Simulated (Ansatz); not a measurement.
**Co under changes of volume**

One of the cells (10.640 Å³/atom); the others are scaled copies at fixed shape and fractional positions:

```xyz
2
Lattice="2.4720 0.0000 0.0000 -1.2360 2.1408 0.0000 0.0000 0.0000 4.0211" Properties=species:S:1:pos:R:3 pbc="T T T"
Co    1.2360    0.7136    3.0159
Co    0.0000    1.4272    1.0053
```

| Property | Result |
| --- | --- |
| Program | Ansatz 0.2.0 |
| Functional | BHLYP |
| Potentials or basis | Ansatz PAW |
| Cutoff | 420 eV (not typed: the program's choice for these potentials) |
| k mesh | 6 × 6 × 4 |
| Occupations | fermi-dirac, width 0.05 eV |
| Spin | collinear spin, ferromagnetic start |
| Starting moments | [2.0, 2.0] μB |

```tsv
volume (Å³/atom)	energy over the lowest point (meV/atom)	pressure (GPa)	moment (μB per cell)
10.002	744.11	30.8	3.51
10.215	758.70	21.8	3.51
10.427	734.13	16.6	3.53
10.640	127.00	39.7	4.15
10.853	77.61	34.1	4.15
11.066	?	?	?
11.279	0.00	24.2	4.15
```

Problem. What does the run at 11.066 Å³/atom give?

Solution. Energy over the lowest point 35.45 meV/atom; pressure 28.9 GPa; moment 4.15 μB per cell.

The energies don't lie on one smooth curve, so no fit is given. The run at 10.427 Å³/atom lies farthest off, from a change of basis, grid or state.

Energies are extrapolated to zero smearing.

Caveats: all runs use coarse meshes; the magnetic or orbital state may not be the lowest; the PAW data sets come from PBE, with cores solved anew for the run's functional, which leaves a small shift of forces and pressure; the thresholds are loose for stress.
